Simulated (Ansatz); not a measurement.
Crystal: Si.

```
CELL_PARAMETERS angstrom
-1.62691 1.62691 1.32033
1.62691 -1.62691 1.32033
1.62691 1.62691 -1.32033
ATOMIC_POSITIONS crystal
Si 0.00000 0.00000 0.00000
```

This isn't the form of Si at room conditions, which is diamond.

| Quantity | Value |
| --- | --- |
| Program | Ansatz 0.2.0 |
| Task | relaxation of cell and atoms |
| Functional | RPBE |
| Dispersion | D4 |
| Potentials or basis | Ansatz PAW |
| Cutoff | 420 eV (not typed: the program's choice for these potentials) |
| k mesh | 13 × 13 × 13 |
| Occupations | fermi-dirac, width 0.05 eV |
| Spin | no spin polarisation |

At the start: volume 13.98 Å³/atom.

Q: Where does the relaxation end?

A: It ends after 8 steps and the volume is 13.34 Å³/atom (-4.6 %); space group I4/mmm (No. 139, to 0.05 Å).

The path:
```tsv
step	energy change (eV)	largest force (eV/Å)	volume (Å³)
1	0.0000	0.0000	13.98
2	-0.0114	0.0000	13.52
3	-0.0162	0.0000	13.15
4	-0.0173	0.0000	13.25
5	-0.0175	0.0000	13.34
6	-0.0175	0.0000	13.34
7	-0.0175	0.0000	13.34
8	-0.0174	0.0000	13.34
```

Final structure:
```yaml
crystal:
  lattice:
    - [-1.62376, 1.62376, 1.26474]
    - [1.62376, -1.62376, 1.26474]
    - [1.62376, 1.62376, -1.26474]
  atoms:
    - { symbol: Si, position: [0.00000, 0.00000, 0.00000] }
```

Caveat: the plane-wave basis is chosen anew once the cell has moved, so the energies of steps on either side of that aren't comparable; pairwise dispersion overbinds metals, which lowers pressure and volume; the PAW data sets come from PBE, with cores solved anew for the run's functional, which leaves a small shift of forces and pressure.
